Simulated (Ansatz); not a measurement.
# BaTiO3: the cost of one run

Computed with Ansatz 0.2.0 (DFT, PBE, plane-wave PAW, default files, scalar-relativistic, as far as a step names no other, unless a step's input says otherwise).

1 further run of the same task is left out (it didn't finish).

## 1. Starting point

The structure is cubic, space group Pm-3m (No. 221). Conventional cell: a = 4.006 Å, b = 4.006 Å, c = 4.006 Å, α = 90.00°, β = 90.00°, γ = 90.00°. Ba (site symmetry m-3m) is surrounded by 12 O at 2.83 Å. Ti (site symmetry m-3m) is surrounded by 6 O at 2.00 Å. O (site symmetry 4/mmm) has 2 Ti at 2.00 Å and 4 Ba at 2.83 Å as nearest neighbours.

Structure file:

```cif
data_structure
_symmetry_space_group_name_H-M 'P 1'
_symmetry_Int_Tables_number 1
_cell_length_a 4.0060
_cell_length_b 4.0060
_cell_length_c 4.0060
_cell_angle_alpha 90.000
_cell_angle_beta 90.000
_cell_angle_gamma 90.000
_cell_volume 64.29
loop_
_atom_site_label
_atom_site_type_symbol
_atom_site_fract_x
_atom_site_fract_y
_atom_site_fract_z
_atom_site_occupancy
Ba1 Ba 0.50000 0.50000 0.50000 1
Ti1 Ti 0.00000 0.00000 0.00000 1
O1 O 0.50000 0.00000 0.00000 1
O2 O 0.00000 0.50000 0.00000 1
O3 O 0.00000 0.00000 0.50000 1
```

The earlier run gave: gap on the mesh 1.81 eV, largest force 0.000 eV/Å, pressure 1.7 GPa.

Site by site (atoms counted from 1):

```tsv
site	atoms	first shell	V_zz (10²¹ V/m²)	η	C_Q (MHz)
Ba	1	12 O at 2.83 Å	0.00	–	0 (¹³⁷Ba)
Ti	2	6 O at 2.00 Å	0.00	–	0 (⁴⁹Ti)
O	3, 4, 5	2 Ti at 2.00 Å, angle 180°; also 4 Ba at 2.83 Å	2.60	0.00	-1.61 (¹⁷O)
```

C_Q = eQV_zz/h, which is 24.18 MHz for Q = 1 b and V_zz = 10²¹ V/m²; η = (V_xx − V_yy)/V_zz. Nuclear quadrupole moments: year-2017 set (Pyykkö).

## 2. Z stretched by +3 %, ions relaxed

File input.yaml:

```yaml
crystal:
  lattice:
    - [4.006, 0.0, 0.0]
    - [0.0, 4.006, 0.0]
    - [0.0, 0.0, 4.12618]
  atoms:
    - { symbol: Ba, position: [0.5, 0.5, 0.5] }
    - { symbol: Ti, position: [0.0, 0.0, 0.0] }
    - { symbol: O, position: [0.5, 0.0, 0.0] }
    - { symbol: O, position: [0.0, 0.5, 0.0] }
    - { symbol: O, position: [0.0, 0.0, 0.5] }
kpoints:
  mp_grid: { grid: [8, 8, 8] }
scf:
  occupations: { method: fermi_dirac, width: 0.02 }
hamiltonian:
  xc: pbe
  pseudopotentials: { kind: paw }
output:
  forces: true
  stress: true
  populations: true
  efg:
    quadrupole_moments_barn: { Ba: 0.236, Ti: 0.247, O: -0.02558 }
    contact_densities: true
relax:
  f_tol: 0.02
  max_steps: 60
```

Started as:

```
$ ansatz run input.yaml --threads 1 --pin off --max-ram 3072MiB --backend cpu --events-out ev --progress --plain --runs-dir out
```

Q: Estimate wall time and peak memory on 1 thread of Arm Neoverse V1, shared host.

About 12 s, with a peak of 0.49 GiB.
